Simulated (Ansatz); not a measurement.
This script makes an equation of state with a fit of AlN, space group P6_3/mmc with Ansatz 0.2.0, Python API.

The script, `eos_aln.py`:
```python
import warnings

import ansatz as az
import numpy as np
from scipy.optimize import curve_fit

vectors0 = np.array([
    [3.31212, 0.0, 0.0],
    [-1.65606, 2.86838, 0.0],
    [0.0, 0.0, 4.18756],
])
sites = [
    ("Al", (1 / 3, 2 / 3, 0.75)),
    ("Al", (2 / 3, 1 / 3, 0.25)),
    ("N", (1 / 3, 2 / 3, 0.25)),
    ("N", (2 / 3, 1 / 3, 0.75)),
]


def crystal_on(cell):
    crystal = az.Crystal(lattice=az.Lattice.of(cell))
    for symbol, position in sites:
        crystal = crystal.atom(symbol, position)
    return crystal

def vinet(v, e0, v0, b0, b1):
    eta = (v / v0) ** (1 / 3)
    return e0 + 2 * b0 * v0 / (b1 - 1) ** 2 * (2 - (5 + 3 * b1 * (eta - 1) - 3 * eta) * np.exp(-1.5 * (b1 - 1) * (eta - 1)))

warnings.simplefilter("ignore", az.DeckWarning)

volumes, energies = [], []
for scale in np.linspace(0.94, 1.06, 7):
    cell = vectors0 * scale ** (1 / 3)
    model = (
        crystal_on(cell).calculation()
        .basis(420)
        .pseudopotentials("paw")
        .functional("PBEsol", dispersion="d3bj")
        .occupations("fermi_dirac", width=0.02)
        .scf(tolerance=1e-08)
        .kpoints(6, 6, 4)
    )
    report = model.run(threads=1, pin="off").report
    volumes.append(abs(np.linalg.det(cell)) / len(sites))
    energies.append(report["free_energy_ev"] / len(sites))
    print(f"V = {volumes[-1]:8.4f} A^3/atom  F = {energies[-1]:.5f} eV/atom")

guess = (min(energies), volumes[int(np.argmin(energies))], 0.5, 4.5)
(e0, v0, b0, b1), _ = curve_fit(vinet, np.array(volumes), np.array(energies), p0=guess, maxfev=20000)
print(f"Vinet fit: V0 = {v0:.4f} A^3/atom, B0 = {160.21766 * b0:.1f} GPa, B1 = {b1:.2f}")
print("largest residual", round(1000 * float(np.abs(vinet(np.array(volumes), e0, v0, b0, b1) - energies).max()), 3), "meV/atom")
```

From its runs, with one value withheld:

| V (Å³/atom) | F less the lowest row shown (meV/atom) |
| --- | --- |
| 9.349 | 4.61 |
| 9.548 | 0.00 |
| 9.747 | 1.26 |
| 9.946 | ? |
| 10.145 | 19.23 |
| 10.344 | 35.07 |
| 10.543 | 54.78 |

What is the missing energy at 9.946 Å³ an atom?

A third-order Birch-Murnaghan fit, E = E0 + (9 V0 B0 / 16) [(t - 1)³ B' + (t - 1)² (6 - 4t)] with t = (V0/V)^(2/3), through the 6 rows shown gives V0 = 9.602 Å³, B0 = 222.3 GPa, B' = 3.77 and E0 = -0.22 meV. At V = 9.946 Å³, t = 0.97684, and the fit interpolates to 7.84 meV. The run gave 7.85 meV, a miss of 0.00 meV.

Notes:
- Shape and fractional positions are held along the curve, so the bulk modulus is an upper value where they are free to relax.
- The structure comes from a database of computed cells and needn't be a stable or known phase.
- Wall time of the script: 4.5 s on 1 thread of Arm Neoverse V2, with other jobs on the host, peak memory 0.37 GiB.
